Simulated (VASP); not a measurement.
**VASP 6.6.1 run: MgS**

INCAR

```
EDIFF = 1E-7
LCHARG = .FALSE.
ISMEAR = -1
LREAL = .FALSE.
LWAVE = .FALSE.
NSW = 0
IBRION = -1
GGA = PE
SIGMA = 0.02
PREC = Accurate
LASPH = .TRUE.
NELM = 120
ENCUT = 400
NBANDS = 11
ISIF = 2
```

KPOINTS

```
KPOINTS created by Atomic Simulation Environment
0
Gamma
8 8 8
0 0 0
```

POSCAR

```
Mg S
 1.0000000000000000
     0.0000000000000000    2.8308768411999998    2.8025680728000002
     2.8308768411999998    0.0000000000000000    2.8025680728000002
     2.8308768411999998    2.8308768411999998    0.0000000000000000
 Mg  S
   1   1
Cartesian
  0.0000000000000000  0.0000000000000000  0.0000000000000000
  1.4154384205999997  1.4154384205999997  1.4012840364000001
```

The recommended PBE PAW datasets give the neutral cell 8 valence electrons.

Command

```
mpirun -np 1 vasp_std
```

OSZICAR

```
N       E                     dE             d eps       ncg     rms          rms(c)
DAV:   1     0.186244573132E+02    0.18624E+02   -0.30071E+03  1370   0.459E+02
DAV:   2    -0.752506893496E+01   -0.26150E+02   -0.25001E+02  1591   0.906E+01
DAV:   3    -0.897045913307E+01   -0.14454E+01   -0.14436E+01  1604   0.224E+01
DAV:   4    -0.898185271747E+01   -0.11394E-01   -0.11392E-01  1618   0.243E+00
DAV:   5    -0.898198422376E+01   -0.13151E-03   -0.13151E-03  1641   0.245E-01    0.406E+00
DAV:   6    -0.849447812220E+01    0.48751E+00   -0.12135E+00  1421   0.411E+00    0.313E+00
DAV:   7    -0.845959995341E+01    0.34878E-01   -0.26986E-01  1541   0.212E+00    0.245E+00
DAV:   8    -0.846717294565E+01   -0.75730E-02   -0.23093E-02  1439   0.914E-01    0.139E+00
DAV:   9    -0.846632329092E+01    0.84965E-03   -0.23729E-03  1460   0.242E-01    0.442E-01
DAV:  10    -0.846652377631E+01   -0.20049E-03   -0.64385E-04  1484   0.119E-01    0.866E-02
DAV:  11    -0.846653003505E+01   -0.62587E-05   -0.53815E-05  1551   0.300E-02    0.547E-02
DAV:  12    -0.846653136910E+01   -0.13341E-05   -0.64295E-06  1529   0.125E-02    0.702E-03
DAV:  13    -0.846653137928E+01   -0.10181E-07   -0.28331E-07  1581   0.268E-03
   1 F= -.84665314E+01 E0= -.84665314E+01  d E =-.415298E-12
```

From OUTCAR

```
k-points           NKPTS =     59   k-points in BZ     NKDIM =     59   number of bands    NBANDS=     11

   NELECT =       8.0000    total number of electrons

   dimension x,y,z NGX =    28 NGY =   28 NGZ =   28
   dimension x,y,z NGXF=    56 NGYF=   56 NGZF=   56

  energy-cutoff  :      400.00
  volume of cell :       44.92
      direct lattice vectors                 reciprocal lattice vectors
     0.000000000  2.830876841  2.802568073    -0.176623721  0.176623721  0.178407798
     2.830876841  0.000000000  2.802568073     0.176623721 -0.176623721  0.178407798
     2.830876841  2.830876841  0.000000000     0.176623721  0.176623721 -0.178407798

 k-points in reciprocal lattice and weights: KPOINTS created by Atomic Simulation Env
   0.00000000  0.00000000  0.00000000       0.002
   0.12500000  0.00000000  0.00000000       0.016
   0.25000000  0.00000000  0.00000000       0.016
   0.37500000  0.00000000  0.00000000       0.016
   0.50000000  0.00000000  0.00000000       0.008
   0.12500000  0.12500000  0.00000000       0.004
   0.25000000  0.12500000  0.00000000       0.016
   0.37500000  0.12500000  0.00000000       0.016
   ...

 E-fermi :   1.6085

 k-point     1 :       0.0000    0.0000    0.0000
  band No.  band energies     occupation
      1     -10.1744      2.00000
      2       1.1182      2.00000
      3       1.1182      2.00000
      4       1.1440      2.00000
      5       4.6344      0.00000
      6       9.0997      0.00000
      7       9.0997      0.00000
      8       9.1090      0.00000
      9      11.8947      0.00000
     10      12.0610      0.00000
     11      14.9349      0.00000

 k-point     2 :       0.1250    0.0000    0.0000
  band No.  band energies     occupation
      1     -10.0853      2.00000
      2       0.4419      2.00000
      3       1.0619      2.00000
      4       1.0845      2.00000
      5       5.2960      0.00000
      6       8.9156      0.00000
      7       9.2743      0.00000
      8       9.2895      0.00000
      9      11.4548      0.00000
     10      11.5843      0.00000
     11      14.3012      0.00000

 k-point     3 :       0.2500    0.0000    0.0000
  band No.  band energies     occupation
      1      -9.8546      2.00000
      2      -0.7403      2.00000
      3       0.9346      2.00000
      4       0.9692      2.00000
      5       6.1464      0.00000
      6       8.9580      0.00000
      7       9.2789      0.00000
      8       9.3525      0.00000
      9      11.5640      0.00000
     10      11.5927      0.00000
     11      13.4363      0.00000

 k-point     4 :       0.3750    0.0000    0.0000
  band No.  band energies     occupation
      1      -9.5961      2.00000
      2      -1.6772      2.00000
      3       0.8181      2.00000
      4       0.8635      2.00000
      5       6.3115      0.00000
      6       8.9044      0.00000
      7       8.9991      0.00000
      8       9.5402      0.00000
      9      12.8631      0.00000
     10      12.9088      0.00000
     11      13.4465      0.00000

 k-point     5 :       0.5000    0.0000    0.0000
  band No.  band energies     occupation
      1      -9.4787      2.00000
      2      -2.0332      2.00000
      3       0.7725      2.00000
      4       0.8222      2.00000
      5       6.2769      0.00000
      6       8.7311      0.00000
      7       8.8297      0.00000
      8       9.7821      0.00000
      9      14.0884      0.00000
     10      14.2913      0.00000
     11      14.3854      0.00000

 ...

  Total        0.4175561      0.4175561      0.4717093      0.0000000      0.0000000     -0.0000000
  in kB       14.8935168     14.8935168     16.8250719      0.0000000      0.0000000     -0.0000000
  external PRESSURE =      15.5373685 kB  Pullay stress =       0.0000000 kB

 POSITION                                       TOTAL-FORCE (eV/Angst)
 -----------------------------------------------------------------------------------
      0.00000      0.00000      0.00000        -0.000000     -0.000000      0.000000
      1.41544      1.41544      1.40128         0.000000      0.000000      0.000000
 -----------------------------------------------------------------------------------
    total drift:                                0.000000      0.000000      0.000000

  FREE ENERGIE OF THE ION-ELECTRON SYSTEM (eV)
  ---------------------------------------------------
  free  energy   TOTEN  =        -8.4665313793 eV

  energy  without entropy=       -8.4665313793  energy(sigma->0) =       -8.46653138
```

It converged. Results: gap between bands v and c on the k mesh 3.49 eV; least direct gap on the k mesh 3.49 eV; pressure 1.6 GPa. Band v is the last that the valence electrons fill when counted band by band, and c is the next.

For comparison, a separate PBE run of the intended cell, on usual settings and not on those above, gives a gap of 3.49 eV on its mesh and a pressure of 1.5 GPa.

The run above took about 21 s on one core of a shared host (Intel Xeon Platinum 8488C) and held 0.16 GiB at most.
